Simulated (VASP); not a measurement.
# InP (F-43m) in VASP: a series of runs

The runs below take InP through G0W0 quasiparticle levels, band structure, with LDA, PBE.

Program: VASP 6.6.1. These are calculated values, not measurements. Logs are shortened: lines on timing, memory, paths and dates and some standing lists are left out, and cuts for length are marked.

**What was measured.**

From a printed reference work, data compilation, for a bulk crystal of InP at 1.6 K: band gap 1.4236 eV (direct).

The runs below are set against these values where they give the same quantity.

**1. The crystal as given**

It takes space group F-43m (No. 216, cubic). The conventional cell has a = 5.861 Å, b = 5.861 Å, c = 5.861 Å, α = 90.00°, β = 90.00°, γ = 90.00°. Around In (site symmetry -43m) lie 4 P at 2.54 Å. Around P (site symmetry -43m) lie 4 In at 2.54 Å.

**2. G0W0 quasiparticle levels, LDA**

Input file POSCAR:

```
InP
1.0
    0.0000000000      2.9305000000      2.9305000000
    2.9305000000      0.0000000000      2.9305000000
    2.9305000000      2.9305000000      0.0000000000
In P
1 1
Direct
    0.0000000000      0.0000000000      0.0000000000
    0.7500000000      0.7500000000      0.7500000000
```

Input file INCAR.step1:

```
SYSTEM = InP
PREC     = Accurate       ! precision mode
ENCUT    = 450            ! plane-wave cutoff, eV
EDIFF    = 1E-8           ! SCF threshold, eV
ISMEAR   = 0              ! smearing method
SIGMA    = 0.01           ! smearing width, eV
LREAL    = .FALSE.        ! projectors in reciprocal space
LASPH    = .TRUE.         ! aspherical terms in the spheres
NELM     = 60             ! most SCF steps
ALGO     = Normal         ! electronic algorithm
LWAVE    = .TRUE.         ! write WAVECAR
LCHARG   = .FALSE.        ! write CHGCAR
```

Input file INCAR.step2:

```
SYSTEM = InP
PREC     = Accurate       ! precision mode
ENCUT    = 450            ! plane-wave cutoff, eV
EDIFF    = 1E-8           ! SCF threshold, eV
ISMEAR   = 0              ! smearing method
SIGMA    = 0.01           ! smearing width, eV
LREAL    = .FALSE.        ! projectors in reciprocal space
LASPH    = .TRUE.         ! aspherical terms in the spheres
NELM     = 1              ! most SCF steps
ALGO     = Exact          ! electronic algorithm
LWAVE    = .TRUE.         ! write WAVECAR
LCHARG   = .FALSE.        ! write CHGCAR
NBANDS   = 131            ! bands
LOPTICS  = .TRUE.         ! frequency-dependent dielectric function
ISTART   = 1
```

Input file INCAR.step3:

```
SYSTEM = InP
PREC     = Accurate       ! precision mode
ENCUT    = 450            ! plane-wave cutoff, eV
EDIFF    = 1E-8           ! SCF threshold, eV
ISMEAR   = 0              ! smearing method
SIGMA    = 0.01           ! smearing width, eV
LREAL    = .FALSE.        ! projectors in reciprocal space
LASPH    = .TRUE.         ! aspherical terms in the spheres
ALGO     = EVGW0          ! electronic algorithm
LWAVE    = .TRUE.         ! write WAVECAR
LCHARG   = .FALSE.        ! write CHGCAR
NELMGW   = 1            
NBANDS   = 131            ! bands
ENCUTGW  = 150            ! cutoff of the response function
NOMEGA   = 48             ! frequency points
PRECFOCK = Fast         
ISTART   = 1            
NBANDSGW = 17
```

Input file INCAR.step4:

```
SYSTEM = InP
PREC     = Accurate       ! precision mode
ENCUT    = 450            ! plane-wave cutoff, eV
EDIFF    = 1E-8           ! SCF threshold, eV
ISMEAR   = 0              ! smearing method
SIGMA    = 0.01           ! smearing width, eV
LREAL    = .FALSE.        ! projectors in reciprocal space
LASPH    = .TRUE.         ! aspherical terms in the spheres
ALGO     = BSE            ! electronic algorithm
LWAVE    = .FALSE.        ! write WAVECAR
LCHARG   = .FALSE.        ! write CHGCAR
NBANDS   = 131            ! bands
ENCUTGW  = 150            ! cutoff of the response function
NBANDSO  = 4            
NBANDSV  = 4            
ANTIRES  = 0            
OMEGAMAX = 20           
PRECFOCK = Fast         
ISTART   = 1            
NBSEEIG  = 10
```

Input file KPOINTS:

```
regular mesh
0
G
  4 4 4
  0 0 0
```

Potentials or basis: VASP PAW LDA potentials, release 64 (In_d_GW, P_GW).

Launch:

```sh
cat potpaw_LDA.64/In_d_GW/POTCAR potpaw_LDA.64/P_GW/POTCAR > POTCAR
cp INCAR.step1 INCAR
mpirun -np 1 vasp_std > vasp.out
cp INCAR.step2 INCAR
mpirun -np 1 vasp_std > vasp.out
cp INCAR.step3 INCAR
mpirun -np 1 vasp_std > vasp.out
cp INCAR.step4 INCAR
mpirun -np 1 vasp_std > vasp.out
```

OUTCAR:

```text
SYSTEM = InP
   PREC = Accurate
   ENCUT = 450
   EDIFF = 1E-8
   ISMEAR = 0
   LREAL = .FALSE.
   LASPH = .TRUE.
   ENCUTGW = 150
   PRECFOCK = Fast
   ISTART = 1

 ion  position               nearest neighbor table
   1  0.000  0.000  0.000-   2 2.54   2 2.54   2 2.54   2 2.54
   2  0.750  0.750  0.750-   1 2.54   1 2.54   1 2.54   1 2.54

  LATTYP: Found a face centered cubic cell.
 ALAT       =     5.8610000000

  Lattice vectors:

 A1 = (   0.0000000000,   2.9305000000,   2.9305000000)
 A2 = (   2.9305000000,   0.0000000000,   2.9305000000)
 A3 = (   2.9305000000,   2.9305000000,   0.0000000000)

Analysis of symmetry for initial positions (statically):
=====================================================================
 Subroutine PRICEL returns:
 Original cell was already a primitive cell.

 Routine SETGRP: Setting up the symmetry group for a
 face centered cubic supercell.

 Subroutine GETGRP returns: Found 24 space group operations
 (whereof 24 operations were pure point group operations)
 out of a pool of 48 trial point group operations.

The static configuration has the point symmetry T_d .

Analysis of symmetry for dynamics (positions and initial velocities):
=====================================================================
 Subroutine PRICEL returns:
 Original cell was already a primitive cell.

 Routine SETGRP: Setting up the symmetry group for a
 face centered cubic supercell.

 Subroutine GETGRP returns: Found 24 space group operations
 (whereof 24 operations were pure point group operations)
 out of a pool of 48 trial point group operations.

The dynamic configuration has the point symmetry T_d .

 Subroutine INISYM returns: Found 24 space group operations
 (whereof 24 operations are pure point group operations),
 and found     1 'primitive' translations

----------------------------------------------------------------------------------------

                                     Primitive cell

  volume of cell :      50.3333

  direct lattice vectors                    reciprocal lattice vectors
     0.000000000  2.930500000  2.930500000    -0.170619348  0.170619348  0.170619348
     2.930500000  0.000000000  2.930500000     0.170619348 -0.170619348  0.170619348
     2.930500000  2.930500000  0.000000000     0.170619348  0.170619348 -0.170619348

  length of vectors
     4.144352845  4.144352845  4.144352845     0.295521380  0.295521380  0.295521380

  position of ions in fractional coordinates (direct lattice)
     0.000000000  0.000000000  0.000000000
     0.750000000  0.750000000  0.750000000

  ion indices of the primitive-cell ions
   primitive index   ion index
                 1           1
                 2           2

----------------------------------------------------------------------------------------

 KPOINTS: regular mesh

Automatic generation of k-mesh.
 Grid dimensions read from file:
 generate k-points for:    4    4    4

 Generating k-lattice:

  Cartesian coordinates                     Fractional coordinates (reciprocal lattice)
    -0.042654837  0.042654837  0.042654837     0.250000000  0.000000000  0.000000000
     0.042654837 -0.042654837  0.042654837     0.000000000  0.250000000  0.000000000
     0.042654837  0.042654837 -0.042654837     0.000000000  0.000000000  0.250000000

  Length of vectors
     0.073880345  0.073880345  0.073880345

  Shift w.r.t. Gamma in fractional coordinates (k-lattice)
     0.000000000  0.000000000  0.000000000

 Subroutine IBZKPT returns following result:
 ===========================================

 Found      8 irreducible k-points:

 Following reciprocal coordinates:
            Coordinates               Weight
  0.000000  0.000000  0.000000      1.000000
  0.250000  0.000000  0.000000      8.000000
  0.500000  0.000000  0.000000      4.000000
  0.250000  0.250000  0.000000      6.000000
  0.500000  0.250000  0.000000     24.000000
 -0.250000  0.250000  0.000000     12.000000
  0.500000  0.500000  0.000000      3.000000
 -0.250000  0.500000  0.250000      6.000000
   k-points           NKPTS =      8   k-points in BZ     NKDIM =     64   number of bands    NBANDS=    131
   number of dos      NEDOS =    301   number of ions     NIONS =      2
   total plane-waves  NPLWV =  27000
   dimension x,y,z NGX =    30 NGY =   30 NGZ =   30
   dimension x,y,z NGXF=    60 NGYF=   60 NGZF=   60
   ions per type =               1   1
   NGX,Y,Z   is equivalent  to a cutoff of  12.03, 12.03, 12.03 a.u.
   NGXF,Y,Z  is equivalent  to a cutoff of  24.07, 24.07, 24.07 a.u.
 SYSTEM =  InP
   PREC   = accura    normal or accurate (medium, high low for compatibility)
   ISTART =      1    job   : 0-new  1-cont  2-samecut
   ICHARG =      0    charge: 1-file 2-atom 10-const
   ISPIN  =      1    spin polarized calculation?
   LNONCOLLINEAR =      F non collinear calculations
   LSORBIT =      F    spin-orbit coupling
   LASPH  =      T    aspherical Exc in radial PAW
   ENCUT  =  450.0 eV  33.07 Ry    5.75 a.u.   7.17  7.17  7.17*2*pi/ulx,y,z
   NELM   =     60;   NELMIN=  2; NELMDL=  0     # of ELM steps
   EDIFF  = 0.1E-07   stopping-criterion for ELM
   LREAL  =      F    real-space projection
   EDIFFG = 0.1E-06   stopping-criterion for IOM
   NSW    =      0    number of steps for IOM
   IBRION =     -1    ionic relax: 0-MD 1-quasi-New 2-CG
   NFREE  =      0    steps in history (QN), initial steepest desc. (CG)
   ISIF   =      0    stress and relaxation
   ISYM   =      3    0-nonsym 1-usesym 2-fastsym
   POTIM  = 0.5000    time-step for ionic-motion
   TEBEG  =    0.0;   TEEND  =   0.0 temperature during run
   PSTRESS=    0.0 pullay stress
   NELECT =      18.0000    total number of electrons
   NUPDOWN=      -1.0000    fix difference up-down
   EMIN   =  10.00;   EMAX   =-10.00  energy-range for DOS
   EFERMI =   0.00;   METHOD = LEGACY
   ISMEAR =     0;   SIGMA  =   0.01  broadening in eV -4-tet -1-fermi 0-gaus
   EFERMI_NEDOS =   21; number of points for ismear=-14 and -15
   IALGO  =     38    algorithm
   IMIX   =      4    mixing-type and parameters
     AMIX     =   0.40;   BMIX     =  1.00
     AMIX_MAG =   1.60;   BMIX_MAG =  1.00
  volume/ion in A,a.u.               =      25.17       169.83
  Fermi-wavevector in a.u.,A,eV,Ry     =   1.162021  2.195901 18.371846  1.350293
  Thomas-Fermi vector in A             =   2.298587
   LORBIT       =      0    0 simple, 1 ext, 2 COOP (PROOUT), +10 PAW based schemes
   GGA     = CA    functional components
   LHFCALC =     T    Hartree Fock is set to
   PRECFOCK=fast      Normal, Fast or Accurate (Low or Medium for compatibility)
   ENCUT4O =  -1.0   cutoff for four orbital integrals eV
   NKREDX  =     1    reduce k-point grid by
   NKREDY  =     1    reduce k-point grid by
   NKREDZ  =     1    reduce k-point grid by
   AEXX    =    1.0000 exact exchange contribution
   HFSCREEN=    0.0000 screening length (either q_TF or 0.3 A-1)
   HFSCREENC=   0.0000 screening length for correlation (either q_TF or 0.3 A-1)
   ENCUTFOCK=  -1.0 apply spherical cutoff to Coloumb kernel
   IVDW    =     0    specifies the selected vdW correction
   LEPSILON=     F    determine dielectric tensor
   LRPA    =     F    only Hartree local field effects (RPA)
   LRPAFORCE           =     F    calculate RPA forces
   ENCUTGW             = 150.0    cutoff for response function in eV
   ENCUTGWSOFT         = 120.0    soft cutoff for Coulomb kernel in GW response function in eV
   ENCUTLF             =  -1.0    cutoff for local field effects
   NELMGW              =     1    number of iterations in solving QP/BSE equation
   NELMHF              =     1    number of iterations in the inner HF iteration
   NKREDLFX            =     1    NKREDLFY  =   1   NKREDLFZ  =   1
 non-spin polarized calculation
 Gauss-broadening in eV      SIGMA  =   0.01
  energy-cutoff  :      450.00
  volume of cell :       50.33
 maximum number of plane-waves:      1106
 NGX is ok and might be reduce to    30
  NGX = 16; NGY = 16; NGZ = 16
   NGX = 15   NGY = 15   NGZ = 15
 maximum number of plane-waves:       222

 BSE (scaLAPACK) attempting allocation of   0.017 Gbyte  rank=   1024

=======================================================================
```

It took 3.8 min on 1 thread of AMD EPYC 7R13 (Zen 3), shared host; peak memory 0.39 GiB.

Results:

| Property | Result |
| --- | --- |
| Band gap on the k mesh, mean-field level | 0.49 eV, direct |
| Quasiparticle gap | 1.13 eV |
| Least direct quasiparticle gap | 1.13 eV |

Levels at points of the mesh, in eV from the valence-band top:
```tsv
k point	band 5	band 6	band 7	band 8	band 9	band 10	band 11	band 12	band 13
(0.00, 0.00, 0.00)	-14.10	-11.55	0.00	0.00	0.00	0.49	3.92	3.92	3.92
(0.50, 0.00, 0.00)	-14.09	-9.80	-5.86	-1.00	-1.00	1.30	4.66	4.66	6.87
(0.50, 0.50, 0.00)	-14.07	-9.12	-5.89	-2.37	-2.37	1.56	2.09	8.98	9.39
```

Dielectric function (mean over the directions given):
```tsv
energy (eV)	real part	imaginary part
0.32	62.34	2.77
1.28	-75.82	58.90
2.32	24.64	8.26
3.36	-8.09	4.04
4.40	-1.59	45.43
5.45	-7.74	2.25
6.49	-9.03	3.92
7.53	-1.94	2.10
8.57	-4.18	2.51
9.61	-3.76	1.28
10.57	-2.82	0.46
11.61	-1.34	0.21
12.65	-1.25	0.45
13.69	-0.83	0.15
14.73	-0.66	0.14
15.78	-0.25	0.06
16.82	-0.18	0.16
17.86	-0.03	0.02
18.90	0.12	0.02
19.94	0.22	0.01
```

Lowest excitation energies (eV) and strengths:
| energy | strength |
| --- | --- |
| 1.105 | 215 |
| 1.105 | 215 |
| 1.105 | 215 |
| 2.713 | 93.3 |
| 2.713 | 93.3 |
| 2.713 | 93.3 |
| 2.757 | 0 |
| 2.757 | 0 |
| 2.757 | 0 |
| 2.779 | 0 |

Caveat: the k mesh is coarse (spacing up to 0.46 Å⁻¹), so the values aren't converged; bands, screening cutoff and mesh are small and nothing is extrapolated, so the quasiparticle values aren't converged; spectra need much finer meshes, so this one isn't converged; spin-orbit coupling is left out, which moves the levels of the heavy elements.

(Continued in part 2 of 3.)
